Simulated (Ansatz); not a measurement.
**Evanescent states of LaAlO₃ (R-3c, 10 atoms a cell, 10.9 Å³ an atom) along the normal of (001)**

These are r2SCAN (plane waves, PAW; Ansatz, a first-principles code) values and carry that method's errors.

No gap correction and no spin-orbit coupling; mid-gap is the computed energy nearest the middle.

Energies count from the valence-band top; κ is the least over a 12×12 mesh across the current.

| E (eV) | κ (1/Å) | where |
|---|---|---|
| 0.10 | 0.133 | Γ |
| 0.32 | 0.192 | Γ |
| 0.53 | 0.232 | Γ |
| 0.73 | 0.264 | Γ |
| 0.94 | 0.290 | Γ |
| 1.16 | … | Γ |
| 1.36 | … | Γ |
| 1.57 | … | Γ |
| 1.78 | … | Γ |
| 2.00 | … | Γ |
| 2.21 | … | Γ |
| 2.42 | … | Γ |
| 2.62 | … | Γ |
| 2.83 | … | Γ |
| 3.04 | … | Γ |
| 3.25 | … | off Γ |
| 3.46 | 0.369 | off Γ |
| 3.67 | 0.340 | off Γ |
| 3.88 | 0.301 | Γ |
| 4.09 | 0.242 | Γ |
| 4.30 | 0.157 | Γ |

**Question.** Fill in the missing entries.

**Answer.** 
- 1.16, κ (1/Å): 0.312
- 1.36, κ (1/Å): 0.331
- 1.57, κ (1/Å): 0.347
- 1.78, κ (1/Å): 0.361
- 2.00, κ (1/Å): 0.373
- 2.21, κ (1/Å): 0.383
- 2.42, κ (1/Å): 0.392
- 2.62, κ (1/Å): 0.399
- 2.83, κ (1/Å): 0.405
- 3.04, κ (1/Å): 0.399
- 3.25, κ (1/Å): 0.389
